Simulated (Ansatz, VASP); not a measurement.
## Two plane-wave programs on CdSe

File INCAR:

```
  PREC = Accurate
  ENCUT = 520
  EDIFF = 1E-7
  ISMEAR = 0
  SIGMA = 0.01
  LREAL = False
  LASPH = True
  NELM = 60
  ALGO = Normal
  ISIF = 2
  LWAVE = False
  LCHARG = False
  NBANDS = 16
```

The input KPOINTS:

```
Automatic mesh
0
Gamma
  8 8 8
```

Contents of POSCAR:

```
CdSe
1.0
    0.0000000000      3.0678017005      3.0678017005
    3.0678017005      0.0000000000      3.0678017005
    3.0678017005      3.0678017005      0.0000000000
Cd Se
1 1
Direct
    0.0000000000      0.0000000000      0.0000000000
    0.7500000000      0.7500000000      0.7500000000
```

Input for Ansatz:

```yaml
crystal:
  lattice:
    - [0.0, 3.0678017005, 3.0678017005]
    - [3.0678017005, 0.0, 3.0678017005]
    - [3.0678017005, 3.0678017005, 0.0]
  atoms:
    - { symbol: Cd, position: [0.0, 0.0, 0.0] }
    - { symbol: Se, position: [0.75, 0.75, 0.75] }
kpoints:
  mp_grid: { grid: [8, 8, 8] }
  band_path:
    path:
      - [0.0, 0.0, 0.0]
      - [-0.5, -0.5, 0.0]
      - [-0.375, -0.375, 0.25]
      - [-0.375, 0.0, 0.375]
      - [0.0, 0.0, 0.5]
      - [-0.5, -0.25, 0.25]
    npoints: 1
hamiltonian:
  xc: lda
scf:
  occupations: { method: fixed }
  n_extra_bands: 4
output:
  forces: true
  stress: true
  eigenvalues: true
  write_density: true
  write_potential: true
  elf: true
  volumetric_format: npy
```

Alike in both runs: task single point; functional LDA; k mesh 8 × 8 × 8; no spin polarisation.

```csv
,VASP,Ansatz
version,VASP 6.6.1,Ansatz 0.2.0
potentials or method,"VASP PAW LDA potentials, release 64 (Cd, Se)","plane waves, PAW"
plane-wave cutoff (eV),520,420
occupations,"gaussian, width 0.01 eV",fixed
valence electrons in the cell,18,36
```

VASP gave:

- gap on the k mesh at the Fermi level (eV): 0.31
- pressure (GPa): -2.8

Question: What did Ansatz give for the same quantities?

Answer: gap on the k mesh at the Fermi level (eV): 0.28; pressure (GPa): -3.2.

The two sets of potentials don't hold the same shells in valence.
